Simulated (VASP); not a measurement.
# C (Fd-3m) in VASP: notebook, part 2 of 3

VASP 6.6.1. The steps go on from the part before.

### Step 3. Dielectric tensor, LDA

Input file INCAR:

```
PREC = Accurate
ENCUT = 400
EDIFF = 1E-8
ISMEAR = 0
SIGMA = 0.01
LREAL = False
LASPH = True
NELM = 100
ALGO = Normal
ISIF = 2
LWAVE = False
LCHARG = False
GGA = CA
LEPSILON = True
```

Input file KPOINTS:

```
Automatic mesh
0
Gamma
  7 7 7
```

Input file POSCAR:

```
C
1.0
    0.0000000000      1.7833700000      1.7833700000
    1.7833700000      0.0000000000      1.7833700000
    1.7833700000      1.7833700000      0.0000000000
C
2
Direct
    0.7500000000      0.7500000000      0.7500000000
    0.5000000000      0.5000000000      0.5000000000
```

Potentials or basis: VASP PAW LDA potentials, release 64 (C).

The run is started by

```bash
cat potpaw_LDA.64/C/POTCAR > POTCAR
mpirun -np 1 vasp_std > vasp.out
```

OUTCAR:

```text
PREC = Accurate
   ENCUT = 400
   EDIFF = 1E-8
   ISMEAR = 0
   LREAL = False
   LASPH = True
   NELM = 100
   ISIF = 2
   GGA = CA
   LEPSILON = True

 Found     20 irreducible k-points:

 Following reciprocal coordinates:
            Coordinates               Weight
  0.000000  0.000000  0.000000      1.000000
  0.142857  0.000000  0.000000      8.000000
  0.285714  0.000000  0.000000      8.000000
  0.428571  0.000000  0.000000      8.000000
  0.142857  0.142857  0.000000      6.000000
  0.285714  0.142857  0.000000     24.000000
   k-points           NKPTS =     20   k-points in BZ     NKDIM =     20   number of bands    NBANDS=      8
   number of dos      NEDOS =    301   number of ions     NIONS =      2
   total plane-waves  NPLWV =   4096
   dimension x,y,z NGX =    16 NGY =   16 NGZ =   16
   dimension x,y,z NGXF=    32 NGYF=   32 NGZF=   32
   ions per type =               2
   NGX,Y,Z   is equivalent  to a cutoff of  10.55, 10.55, 10.55 a.u.
   NGXF,Y,Z  is equivalent  to a cutoff of  21.09, 21.09, 21.09 a.u.
 SYSTEM =  unknown system
   PREC   = accura    normal or accurate (medium, high low for compatibility)
   ISTART =      0    job   : 0-new  1-cont  2-samecut
   ICHARG =      2    charge: 1-file 2-atom 10-const
   ISPIN  =      1    spin polarized calculation?
   LNONCOLLINEAR =      F non collinear calculations
   LSORBIT =      F    spin-orbit coupling
   LASPH  =      T    aspherical Exc in radial PAW
   ENCUT  =  400.0 eV  29.40 Ry    5.42 a.u.   4.11  4.11  4.11*2*pi/ulx,y,z
   NELM   =    100;   NELMIN=  2; NELMDL= -5     # of ELM steps
   EDIFF  = 0.1E-07   stopping-criterion for ELM
   LREAL  =      F    real-space projection
   EDIFFG = 0.1E-06   stopping-criterion for IOM
   NSW    =      0    number of steps for IOM
   IBRION =     -1    ionic relax: 0-MD 1-quasi-New 2-CG
   NFREE  =      0    steps in history (QN), initial steepest desc. (CG)
   ISIF   =      2    stress and relaxation
   ISYM   =      2    0-nonsym 1-usesym 2-fastsym
   POTIM  = 0.5000    time-step for ionic-motion
   TEBEG  =    0.0;   TEEND  =   0.0 temperature during run
   PSTRESS=    0.0 pullay stress
   NELECT =       8.0000    total number of electrons
   NUPDOWN=      -1.0000    fix difference up-down
   EMIN   =  10.00;   EMAX   =-10.00  energy-range for DOS
   EFERMI =   0.00;   METHOD = LEGACY
   ISMEAR =     0;   SIGMA  =   0.01  broadening in eV -4-tet -1-fermi 0-gaus
   EFERMI_NEDOS =   21; number of points for ismear=-14 and -15
   IALGO  =     38    algorithm
   IMIX   =      4    mixing-type and parameters
     AMIX     =   0.40;   BMIX     =  1.00
     AMIX_MAG =   1.60;   BMIX_MAG =  1.00
  volume/ion in A,a.u.               =       5.67        38.28
  Fermi-wavevector in a.u.,A,eV,Ry     =   1.457203  2.753714 28.891161  2.123440
  Thomas-Fermi vector in A             =   2.574032
   LORBIT       =      0    0 simple, 1 ext, 2 COOP (PROOUT), +10 PAW based schemes
   GGA     = CA    functional components
   LHFCALC =     F    Hartree Fock is set to
   AEXX    =    0.0000 exact exchange contribution
   IVDW    =     0    specifies the selected vdW correction
   LEPSILON=     T    determine dielectric tensor
   LRPA    =     F    only Hartree local field effects (RPA)
 non-spin polarized calculation
 Gauss-broadening in eV      SIGMA  =   0.01
  energy-cutoff  :      400.00
  volume of cell :       11.34
 maximum number of plane-waves:       210
[... 82 lines left out ...]
  Direction    XX          YY          ZZ          XY          YZ          ZX
  --------------------------------------------------------------------------------------
  -------------------------------------------------------------------------------------
  Total       -1.0937506     -1.0937506     -1.0937506      0.0000000     -0.0000000      0.0000000
  in kB     -154.4808086   -154.4808086   -154.4808086      0.0000000     -0.0000000      0.0000000
  external PRESSURE =    -154.4808086 kB  Pullay stress =       0.0000000 kB

 VOLUME and BASIS-vectors are now :
 -----------------------------------------------------------------------------
  energy-cutoff  :      400.00
  volume of cell :       11.34
      direct lattice vectors                 reciprocal lattice vectors
     0.000000000  1.783370000  1.783370000    -0.280368067  0.280368067  0.280368067
     1.783370000  0.000000000  1.783370000     0.280368067 -0.280368067  0.280368067
     1.783370000  1.783370000  0.000000000     0.280368067  0.280368067 -0.280368067

 POSITION                                       TOTAL-FORCE (eV/Angst)
 -----------------------------------------------------------------------------------
      2.67505      2.67505      2.67505        -0.000000     -0.000000     -0.000000
      1.78337      1.78337      1.78337         0.000000      0.000000      0.000000
 -----------------------------------------------------------------------------------
    total drift:                                0.000000      0.000000      0.000000

  FREE ENERGIE OF THE ION-ELECTRON SYSTEM (eV)
  ---------------------------------------------------
  free  energy   TOTEN  =       -20.2446481476 eV

  energy  without entropy=      -20.2446481476  energy(sigma->0) =      -20.24464815

 HEAD OF MICROSCOPIC STATIC DIELECTRIC TENSOR (INDEPENDENT PARTICLE, excluding Hartree and local field effects)
 ------------------------------------------------------
           6.116150     0.000000    -0.000000
           0.000000     6.116150     0.000000
           0.000000     0.000000     6.116150
 ------------------------------------------------------

 Free energy of the ion-electron system (eV)
  ---------------------------------------------------
  ---------------------------------------------------
  free energy    TOTEN  =        -0.16367175 eV

  energy without entropy =       -0.16367175

------------------------ aborting loop because EDIFF is reached ----------------------------------------

--------------------------------------- Ionic step        2  -------------------------------------------

------------------------ aborting loop because EDIFF is reached ----------------------------------------

--------------------------------------- Ionic step        3  -------------------------------------------

 Free energy of the ion-electron system (eV)
  ---------------------------------------------------
  ---------------------------------------------------
  free energy    TOTEN  =        -0.16367169 eV

  energy without entropy =       -0.16367169

------------------------ aborting loop because EDIFF is reached ----------------------------------------

 PIEZOELECTRIC TENSOR FIELD DIRECTION 3  (e Angst)
 -----------------------------------------------------------------------------
     0.00019 -0.00000  0.00000           ( -0.00000 -0.00000  0.00000)
    -0.00000  0.00019  0.00000           ( -0.00000 -0.00000  0.00000)
     0.00000  0.00000 -0.00076           (  0.00000  0.00000 -0.00000)

 PIEZOELECTRIC TENSOR FIELD DIRECTION 3  (C/m^2)
 -----------------------------------------------------------------------------
     0.00027 -0.00000  0.00000
    -0.00000  0.00027  0.00000
     0.00000  0.00000 -0.00107

 MACROSCOPIC STATIC DIELECTRIC TENSOR (including local field effects in DFT)
 ------------------------------------------------------
           5.934082    -0.000000     0.000000
           0.000000     5.934082    -0.000000
           0.000000    -0.000000     5.934082
 ------------------------------------------------------

 PIEZOELECTRIC TENSOR (including local field effects)  for field in x, y, z        (e  Angst)
          XX          YY          ZZ          XY          YZ          ZX
  --------------------------------------------------------------------------------
  x     0.00000     0.00000     0.00000     0.00000     0.00000    -0.00000
  y    -0.00000     0.00000     0.00000    -0.00000    -0.00000    -0.00000
  z    -0.00000    -0.00000     0.00000    -0.00000     0.00000    -0.00000

 PIEZOELECTRIC TENSOR (including local field effects)  for field in x, y, z        (C/m^2)
          XX          YY          ZZ          XY          YZ          ZX
  --------------------------------------------------------------------------------
  x     0.00000     0.00000     0.00000     0.00000     0.00000    -0.00000
  y    -0.00000     0.00000     0.00000    -0.00000    -0.00000    -0.00000
  z    -0.00000    -0.00000     0.00000    -0.00000     0.00000    -0.00000

 BORN EFFECTIVE CHARGES (including local field effects) (in |e|, cummulative output)
 ---------------------------------------------------------------------------------
 ion    1
    1     0.00000     0.00000    -0.00000
    2     0.00000     0.00000     0.00000
    3    -0.00000     0.00000     0.00000
 ion    2
    1    -0.00000    -0.00000     0.00000
    2     0.00000    -0.00000    -0.00000
    3     0.00000     0.00000    -0.00000
```

OSZICAR:

```text
N       E                     dE             d eps       ncg     rms          rms(c)
DAV:   1    -0.787769751540E+01   -0.78777E+01   -0.42976E+03   352   0.765E+02
DAV:   2    -0.209688904910E+02   -0.13091E+02   -0.12856E+02   512   0.952E+01
DAV:   3    -0.210379209940E+02   -0.69031E-01   -0.69031E-01   320   0.852E+00
[... 14 lines left out ...]
RMM:   3    -0.157994987152E+00    0.23576E-02   -0.86719E-04   988   0.272E-01    0.417E-01
RMM:   4    -0.163253370955E+00   -0.52584E-02   -0.12682E-03   995   0.333E-01    0.322E-02
RMM:   5    -0.163650781119E+00   -0.39741E-03   -0.14567E-05  1008   0.354E-02    0.294E-03
RMM:   6    -0.163668270702E+00   -0.17490E-04   -0.93531E-08  1051   0.294E-03    0.150E-03
RMM:   7    -0.163670755199E+00   -0.24845E-05   -0.91632E-09  1053   0.103E-03    0.162E-04
RMM:   8    -0.163671787972E+00   -0.10328E-05   -0.30472E-10   881   0.156E-04    0.301E-05
RMM:   9    -0.163671690502E+00    0.97470E-07    0.00000E+00   479   0.306E-05    0.389E-06
```

stdout:

```text
POSCAR found type information on POSCAR C
 POSCAR found :  1 types and       2 ions
 scaLAPACK will be used
 LDA part: xc-table for (Slater(with rela. corr.)+CA(PZ))
 , standard interpolation
 POSCAR, INCAR and KPOINTS ok, starting setup
 FFT: planning ... GRIDC
 FFT: planning ... GRID_SOFT
 FFT: planning ... GRID
 WAVECAR not read
 entering main loop
 Linear response reoptimize wavefunctions to high precision
 Linear response G [H, r] |phi>, progress :
  Direction:   1
 Linear response G [H, r] |phi>, progress :
  Direction:   2
 Linear response G [H, r] |phi>, progress :
  Direction:   3
 Linear response to external field (no local field effect), progress :
  Direction:   1
 dielectric tensor                  component  1 :     7.130     2.847     0.767
 Linear response to external field (no local field effect), progress :
  Direction:   2
 dielectric tensor                  component  2 :     2.847     7.126    -0.926
 Linear response to external field (no local field effect), progress :
  Direction:   3
 dielectric tensor                  component  3 :     0.767    -0.926     4.092
 Linear response to external field, progress :
  Direction:   1
 dielectric tensor                  component  1 :     5.934     1.976     0.473
 Linear response to external field, progress :
  Direction:   2
 dielectric tensor                  component  2 :     1.738     5.934    -0.446
 Linear response to external field, progress :
  Direction:   3
 dielectric tensor                  component  3 :     0.232     1.060     5.934
 Born effective charges drift removed
```

Run time: 7.7 s. Hardware: 1 thread of Intel Xeon Platinum 8559C (Emerald Rapids), shared host; peak memory 0.1 GiB.

The run converged, but some of its settings lie outside the range that counts as converged, so its numbers aren't taken as properties of the crystal.

Results:

| Property | Result |
| --- | --- |
| Band gap on the k mesh | 4.20 eV, indirect (least direct gap 5.54 eV) |
| Electronic dielectric tensor (diagonal) | 5.93 |
| Born charges (mean of the diagonal) | C +0.00 e |

Caveat: the k mesh is coarse (spacing up to 0.44 Å⁻¹), so the values aren't converged; the cutoff is under 1.25 times the usual one of these potentials, so pressure, stress and relaxed cells hold a basis-set (Pulay) error; an odd mesh through Γ misses points on the zone boundary, where band edges often lie.

### Step 4. Dielectric tensor, LDA

Edit INCAR of step 3 so:

```diff
@@ -1,3 +1,3 @@
 PREC = Accurate
-ENCUT = 400
+ENCUT = 460
 EDIFF = 1E-8
```

KPOINTS is that of step 3.

POSCAR is that of step 3.

Potentials or basis: VASP PAW LDA potentials, release 64 (C).

The run is started by

```bash
cat potpaw_LDA.64/C/POTCAR > POTCAR
mpirun -np 1 vasp_std > vasp.out
```

OUTCAR:

```text
PREC = Accurate
   ENCUT = 460
   EDIFF = 1E-8
   ISMEAR = 0
   LREAL = False
   LASPH = True
   NELM = 100
   ISIF = 2
   GGA = CA
   LEPSILON = True

 Found     20 irreducible k-points:

 Following reciprocal coordinates:
            Coordinates               Weight
  0.000000  0.000000  0.000000      1.000000
  0.142857  0.000000  0.000000      8.000000
  0.285714  0.000000  0.000000      8.000000
  0.428571  0.000000  0.000000      8.000000
  0.142857  0.142857  0.000000      6.000000
  0.285714  0.142857  0.000000     24.000000
   k-points           NKPTS =     20   k-points in BZ     NKDIM =     20   number of bands    NBANDS=      8
   number of dos      NEDOS =    301   number of ions     NIONS =      2
   total plane-waves  NPLWV =   5832
   dimension x,y,z NGX =    18 NGY =   18 NGZ =   18
[... 204 lines left out ...]
     0.00000  0.00027  0.00000
     0.00000  0.00000 -0.00107

 MACROSCOPIC STATIC DIELECTRIC TENSOR (including local field effects in DFT)
 ------------------------------------------------------
           5.931105     0.000000    -0.000000
          -0.000000     5.931105     0.000000
           0.000000     0.000000     5.931105
 ------------------------------------------------------

 PIEZOELECTRIC TENSOR (including local field effects)  for field in x, y, z        (e  Angst)
          XX          YY          ZZ          XY          YZ          ZX
  --------------------------------------------------------------------------------
  x    -0.00000     0.00000     0.00000     0.00000     0.00000     0.00000
  y     0.00000    -0.00000     0.00000     0.00000     0.00000     0.00000
  z     0.00000     0.00000     0.00000    -0.00000     0.00000    -0.00000

 PIEZOELECTRIC TENSOR (including local field effects)  for field in x, y, z        (C/m^2)
          XX          YY          ZZ          XY          YZ          ZX
  --------------------------------------------------------------------------------
  x    -0.00000     0.00000     0.00000     0.00000     0.00000     0.00000
  y     0.00000    -0.00000     0.00000     0.00000     0.00000     0.00000
  z     0.00000     0.00000     0.00000    -0.00000     0.00000    -0.00000

 BORN EFFECTIVE CHARGES (including local field effects) (in |e|, cummulative output)
 ---------------------------------------------------------------------------------
 ion    1
    1    -0.00000     0.00000     0.00000
    2     0.00000    -0.00000    -0.00000
    3     0.00000     0.00000     0.00000
 ion    2
    1     0.00000    -0.00000     0.00000
    2    -0.00000     0.00000     0.00000
    3     0.00000     0.00000    -0.00000
```

OSZICAR:

```text
N       E                     dE             d eps       ncg     rms          rms(c)
DAV:   1    -0.826059540427E+01   -0.82606E+01   -0.47581E+03   368   0.866E+02
DAV:   2    -0.209869401096E+02   -0.12726E+02   -0.12376E+02   592   0.969E+01
DAV:   3    -0.210374315764E+02   -0.50491E-01   -0.50491E-01   320   0.764E+00
[... 14 lines left out ...]
RMM:   3    -0.157903622818E+00    0.23488E-02   -0.87066E-04   987   0.273E-01    0.417E-01
RMM:   4    -0.163176247270E+00   -0.52726E-02   -0.12697E-03   993   0.334E-01    0.322E-02
RMM:   5    -0.163575006473E+00   -0.39876E-03   -0.14500E-05  1011   0.355E-02    0.297E-03
RMM:   6    -0.163592825606E+00   -0.17819E-04   -0.96645E-08  1049   0.301E-03    0.150E-03
RMM:   7    -0.163595341921E+00   -0.25163E-05   -0.94142E-09  1056   0.104E-03    0.162E-04
RMM:   8    -0.163596343697E+00   -0.10018E-05   -0.32175E-10   873   0.161E-04    0.306E-05
RMM:   9    -0.163596250362E+00    0.93335E-07    0.00000E+00   490   0.320E-05    0.407E-06
```

stdout:

```text
POSCAR found type information on POSCAR C
 POSCAR found :  1 types and       2 ions
 scaLAPACK will be used
 LDA part: xc-table for (Slater(with rela. corr.)+CA(PZ))
 , standard interpolation
 POSCAR, INCAR and KPOINTS ok, starting setup
 FFT: planning ... GRIDC
 FFT: planning ... GRID_SOFT
 FFT: planning ... GRID
 WAVECAR not read
 entering main loop
 Linear response reoptimize wavefunctions to high precision
 Linear response G [H, r] |phi>, progress :
  Direction:   1
 Linear response G [H, r] |phi>, progress :
  Direction:   2
 Linear response G [H, r] |phi>, progress :
  Direction:   3
 Linear response to external field (no local field effect), progress :
  Direction:   1
 dielectric tensor                  component  1 :     7.126     2.843     0.766
 Linear response to external field (no local field effect), progress :
  Direction:   2
 dielectric tensor                  component  2 :     2.843     7.121    -0.925
 Linear response to external field (no local field effect), progress :
  Direction:   3
 dielectric tensor                  component  3 :     0.766    -0.925     4.091
 Linear response to external field, progress :
  Direction:   1
 dielectric tensor                  component  1 :     5.931     1.974     0.472
 Linear response to external field, progress :
  Direction:   2
 dielectric tensor                  component  2 :     1.735     5.931    -0.445
 Linear response to external field, progress :
  Direction:   3
 dielectric tensor                  component  3 :     0.230     1.060     5.931
 Born effective charges drift removed
```

It took 14 s on 1 thread of Intel Xeon Platinum 8559C (Emerald Rapids), shared host; peak memory 0.11 GiB.

The run converged, but some of its settings lie outside the range that counts as converged, so its numbers aren't taken as properties of the crystal.

Results:

| Property | Result |
| --- | --- |
| Band gap on the k mesh | 4.22 eV, indirect (least direct gap 5.55 eV) |
| Electronic dielectric tensor (diagonal) | 5.93 |
| Born charges (mean of the diagonal) | C +0.00 e |

Caveat: the k mesh is coarse (spacing up to 0.44 Å⁻¹), so the values aren't converged; the cutoff is under 1.25 times the usual one of these potentials, so pressure, stress and relaxed cells hold a basis-set (Pulay) error; an odd mesh through Γ misses points on the zone boundary, where band edges often lie.

(Part 2 of 3 ends here.)
